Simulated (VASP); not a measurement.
## Input and output of a VASP HSE06 single-point calculation on GaAs (zincblende)

INCAR, step 1 (PBE orbitals to start from)

```
LREAL = .FALSE.
LCHARG = .FALSE.
ISMEAR = 0
NBANDS = 16
LASPH = .TRUE.
GGA = PE
SIGMA = 0.01
ENCUT = 520
NELM = 120
EDIFF = 1E-5
LWAVE = .TRUE.
PREC = Accurate
```

INCAR, step 2

```
LWAVE = .FALSE.
ISMEAR = 0
HFSCREEN = 0.2079
ENCUT = 520
PREC = Accurate
NSW = 0
ISTART = 1
ISIF = 2
AEXX = 0.25
SIGMA = 0.01
ALGO = Normal
EDIFF = 1E-7
GGA = PE
LREAL = .FALSE.
LCHARG = .FALSE.
IBRION = -1
LHFCALC = .TRUE.
NELM = 120
LASPH = .TRUE.
NBANDS = 16
PRECFOCK = Fast
```

KPOINTS

```
KPOINTS created by Atomic Simulation Environment
0
Gamma
6 6 6
0 0 0
```

KPOINTS_OPT

```
special points
6
Reciprocal
0.0000000000 0.0000000000 0.0000000000 1
0.5000000000 0.0000000000 0.5000000000 1
0.5000000000 0.2500000000 0.7500000000 1
0.3750000000 0.3750000000 0.7500000000 1
0.5000000000 0.5000000000 0.5000000000 1
0.6250000000 0.2500000000 0.6250000000 1
```

POSCAR

```
Ga As
 1.0000000000000000
    -0.0000000000000000    2.8330850953310862    2.8330850953310862
     2.8330850953310862    0.0000000000000000    2.8330850953310862
     2.8330850953310862    2.8330850953310862    0.0000000000000000
 Ga  As
   1   1
Cartesian
  0.0000000000000000  0.0000000000000000 -0.0000000000000000
  1.4165425476655431  1.4165425476655431  1.4165425476655431
```

VASP ran with the recommended PBE PAW datasets (18 valence electrons in the cell).

Command

```
mpirun -np 1 vasp_std
```

OSZICAR

```
N       E                     dE             d eps       ncg     rms          rms(c)
DAV:   1    -0.985352514815E+01   -0.98535E+01   -0.67059E-01   776   0.152E+01    0.214E+00
DAV:   2    -0.985052316758E+01    0.30020E-02   -0.48774E-02   744   0.334E+00    0.149E+00
DAV:   3    -0.984843520410E+01    0.20880E-02   -0.51237E-03   720   0.116E+00    0.879E-01
DAV:   4    -0.984790772624E+01    0.52748E-03   -0.72441E-04   712   0.281E-01    0.496E-01
DAV:   5    -0.984775801431E+01    0.14971E-03   -0.12263E-04   616   0.876E-02    0.285E-01
DAV:   6    -0.984771611310E+01    0.41901E-04   -0.26076E-05   688   0.421E-02    0.161E-01
DAV:   7    -0.984770189601E+01    0.14217E-04   -0.53975E-06   624   0.203E-02    0.902E-02
DAV:   8    -0.984769728434E+01    0.46117E-05   -0.16980E-06   648   0.990E-03    0.498E-02
DAV:   9    -0.984769598671E+01    0.12976E-05   -0.62736E-07   656   0.511E-03    0.272E-02
DAV:  10    -0.984769565649E+01    0.33023E-06   -0.21361E-07   632   0.289E-03    0.147E-02
DAV:  11    -0.984769557771E+01    0.78777E-07   -0.68337E-08   408   0.174E-03
   1 F= -.98476956E+01 E0= -.98476956E+01  d E =-.202224E-58
       N       E                     dE             ncg
DAV:   1     0.196952783916E+03   -0.35612E+04      200
DAV:   2    -0.378893541279E+03   -0.57585E+03      216
DAV:   3    -0.422294594628E+03   -0.43401E+02      232
DAV:   4    -0.423313269192E+03   -0.10187E+01      264
DAV:   5    -0.423326479205E+03   -0.13210E-01      256
DAV:   6    -0.423326819238E+03   -0.34003E-03      312
DAV:   7    -0.423326824245E+03   -0.50075E-05      256
DAV:   8    -0.423326824342E+03   -0.96241E-07      232
```

From OUTCAR

```
k-points           NKPTS =     16   k-points in BZ     NKDIM =    216   number of bands    NBANDS=     16

   NELECT =      18.0000    total number of electrons

   dimension x,y,z NGX =    30 NGY =   30 NGZ =   30
   dimension x,y,z NGXF=    60 NGYF=   60 NGZF=   60

  energy-cutoff  :      520.00
  volume of cell :       45.48
      direct lattice vectors                 reciprocal lattice vectors
     0.000000000  2.833085095  2.833085095    -0.176486051  0.176486051  0.176486051
     2.833085095  0.000000000  2.833085095     0.176486051 -0.176486051  0.176486051
     2.833085095  2.833085095  0.000000000     0.176486051  0.176486051 -0.176486051

 k-points in reciprocal lattice and weights: KPOINTS created by Atomic Simulation Env
   0.00000000  0.00000000  0.00000000       0.005
   0.16666667  0.00000000  0.00000000       0.037
   0.33333333  0.00000000  0.00000000       0.037
   0.50000000  0.00000000  0.00000000       0.019
   0.16666667  0.16666667  0.00000000       0.028
   0.33333333  0.16666667  0.00000000       0.111
   0.50000000  0.16666667  0.00000000       0.111
  -0.33333333  0.16666667  0.00000000       0.111
   ...

 E-fermi :   3.5595

 k-point     1 :       0.0000    0.0000    0.0000
  band No.  band energies     occupation
      1     -13.9142      2.00000
      2     -13.9142      2.00000
      3     -13.9142      2.00000
      4     -13.8349      2.00000
      5     -13.8349      2.00000
      6     -10.4640      2.00000
      7       3.4474      2.00000
      8       3.4474      2.00000
      9       3.4474      2.00000
     10       4.8074      0.00000
     11       7.9859      0.00000
     12       7.9859      0.00000
     13       7.9859      0.00000
     14      11.9981      0.00000
     15      14.5211      0.00000
     16      14.5211      0.00000

 k-point     2 :       0.1667    0.0000    0.0000
  band No.  band energies     occupation
      1     -13.9277      2.00000
      2     -13.9089      2.00000
      3     -13.9089      2.00000
      4     -13.8351      2.00000
      5     -13.8351      2.00000
      6     -10.1228      2.00000
      7       0.6657      2.00000
      8       3.0510      2.00000
      9       3.0510      2.00000
     10       5.8729      0.00000
     11       8.5628      0.00000
     12       8.5628      0.00000
     13       8.9668      0.00000
     14      13.3885      0.00000
     15      13.3885      0.00000
     16      13.3956      0.00000

 k-point     3 :       0.3333    0.0000    0.0000
  band No.  band energies     occupation
      1     -13.9534      2.00000
      2     -13.8999      2.00000
      3     -13.8999      2.00000
      4     -13.8340      2.00000
      5     -13.8340      2.00000
      6      -9.2325      2.00000
      7      -2.3146      2.00000
      8       2.4640      2.00000
      9       2.4640      2.00000
     10       5.4246      0.00000
     11       8.9856      0.00000
     12       8.9856      0.00000
     13      11.6824      0.00000
     14      13.1598      0.00000
     15      14.0765      0.00000
     16      14.0765      0.00000

 k-point     4 :       0.5000    0.0000    0.0000
  band No.  band energies     occupation
      1     -13.9658      2.00000
      2     -13.8963      2.00000
      3     -13.8963      2.00000
      4     -13.8325      2.00000
      5     -13.8325      2.00000
      6      -8.5658      2.00000
      7      -3.7163      2.00000
      8       2.2290      2.00000
      9       2.2290      2.00000
     10       5.1912      0.00000
     11       8.9041      0.00000
     12       8.9041      0.00000
     13      12.0901      0.00000
     14      14.9753      0.00000
     15      16.4482      0.00000
     16      16.4482      0.00000

 k-point     5 :       0.1667    0.1667    0.0000
  band No.  band energies     occupation
      1     -13.9372      2.00000
      2     -13.9037      2.00000
      3     -13.9037      2.00000
      4     -13.8393      2.00000
      5     -13.8322      2.00000
      6     -10.0078      2.00000
      7       0.7023      2.00000
      8       2.3847      2.00000
      9       2.3847      2.00000
     10       6.7307      0.00000
     11       7.3525      0.00000
     12       9.6147      0.00000
     13       9.6147      0.00000
     14      11.7507      0.00000
     15      14.1571      0.00000
     16      14.9932      0.00000

 k-point     6 :       0.3333    0.1667    0.0000
  band No.  band energies     occupation
      1     -13.9579      2.00000
      2     -13.8958      2.00000
      3     -13.8938      2.00000
      4     -13.8418      2.00000
      5     -13.8303      2.00000
      6      -9.2844      2.00000
      7      -1.5880      2.00000
      8       1.5141      2.00000
      9       1.7798      2.00000
     10       6.6795      0.00000
     11       8.0944      0.00000
     12       9.9081      0.00000
     13      10.4524      0.00000
     14      13.2926      0.00000
     15      15.2451      0.00000
     16      15.3828      0.00000

 k-point     7 :       0.5000    0.1667    0.0000
  band No.  band energies     occupation
      1     -13.9703      2.00000
      2     -13.8926      2.00000
      3     -13.8894      2.00000
      4     -13.8386      2.00000
      5     -13.8311      2.00000
      6      -8.4211      2.00000
      7      -3.4313      2.00000
      8       0.6796      2.00000
      9       1.6985      2.00000
     10       6.5213      0.00000
     11       8.7409      0.00000
     12      10.1167      0.00000
     13      11.4393      0.00000
     14      14.3047      0.00000
     15      16.1145      0.00000
     16      16.4509      0.00000

 k-point     8 :      -0.3333    0.1667    0.0000
  band No.  band energies     occupation
      1     -13.9650      2.00000
      2     -13.8938      2.00000
      3     -13.8931      2.00000
      4     -13.8355      2.00000
      5     -13.8344      2.00000
      6      -8.6661      2.00000
      7      -2.9670      2.00000
      8       0.4566      2.00000
      9       2.1697      2.00000
     10       6.7070      0.00000
     11       8.9812      0.00000
     12       9.6581      0.00000
     13      11.5725      0.00000
     14      13.4258      0.00000
     15      14.5183      0.00000
     16      16.2749      0.00000

 k-point     9 :      -0.1667    0.1667    0.0000
  band No.  band energies     occupation
      1     -13.9456      2.00000
      2     -13.9029      2.00000
      3     -13.8997      2.00000
      4     -13.8375      2.00000
      5     -13.8334      2.00000
      6      -9.5886      2.00000
      7      -0.8942      2.00000
      8       1.2530      2.00000
      9       2.8902      2.00000
     10       6.8800      0.00000
     11       8.7182      0.00000
     12       8.9040      0.00000
     13       9.9828      0.00000
     14      12.3076      0.00000
     15      14.3490      0.00000
     16      15.1717      0.00000

 k-point    10 :       0.3333    0.3333    0.0000
  band No.  band energies     occupation
      1     -13.9773      2.00000
      2     -13.8822      2.00000
      3     -13.8822      2.00000
      4     -13.8501      2.00000
      5     -13.8268      2.00000
      6      -8.7820      2.00000
      7      -2.2679      2.00000
      8       1.0658      2.00000
      9       1.0658      2.00000
     10       5.6786      0.00000
     11       6.8212      0.00000
     12      12.5565      0.00000
     13      12.5565      0.00000
     14      13.1420      0.00000
     15      16.3739      0.00000
     16      17.7149      0.00000

 k-point    11 :       0.5000    0.3333    0.0000
  band No.  band energies     occupation
      1     -13.9858      2.00000
      2     -13.8796      2.00000
      3     -13.8767      2.00000
      4     -13.8502      2.00000
      5     -13.8270      2.00000
      6      -8.0324      2.00000
      7      -3.4377      2.00000
      8      -0.0476      2.00000
      9       0.8964      2.00000
     10       5.9679      0.00000
     11       7.5439      0.00000
     12      12.1239      0.00000
     13      12.8337      0.00000
     14      15.2690      0.00000
     15      16.8256      0.00000
     16      17.5730      0.00000

 k-point    12 :      -0.3333    0.3333    0.0000
  band No.  band energies     occupation
      1     -13.9783      2.00000
      2     -13.8866      2.00000
      3     -13.8814      2.00000
      4     -13.8424      2.00000
      5     -13.8323      2.00000
      6      -7.9654      2.00000
      7      -3.4868      2.00000
      8      -0.8072      2.00000
      9       1.3562      2.00000
     10       6.4012      0.00000
     11      10.2961      0.00000
     12      11.6559      0.00000
     13      11.9947      0.00000
     14      12.1254      0.00000
     15      14.0336      0.00000
     16      18.8839      0.00000

 ...

  Total        0.1374562      0.1374562      0.1374562     -0.0000000      0.0000000      0.0000000
  in kB        4.8424602      4.8424602      4.8424602     -0.0000000      0.0000000      0.0000000
  external PRESSURE =       4.8424602 kB  Pullay stress =       0.0000000 kB

 POSITION                                       TOTAL-FORCE (eV/Angst)
 -----------------------------------------------------------------------------------
      0.00000      0.00000      0.00000        -0.000000     -0.000000     -0.000000
      1.41654      1.41654      1.41654         0.000000      0.000000      0.000000
 -----------------------------------------------------------------------------------
    total drift:                               -0.000021     -0.000025     -0.000016

  FREE ENERGIE OF THE ION-ELECTRON SYSTEM (eV)
  ---------------------------------------------------
  free  energy   TOTEN  =        -9.8476955777 eV

  energy  without entropy=       -9.8476955777  energy(sigma->0) =       -9.84769558
```

```json
{
 "gap between bands v and c": "1.36 eV",
 "least direct gap": "1.36 eV",
 "pressure": "0.5 GPa"
}
```

Band v is the last that the valence electrons fill when counted band by band, and c is the next.

The run (its last step) took about 57 min on one core of a shared host (Intel Xeon Platinum 8488C) and held 0.32 GiB at most.
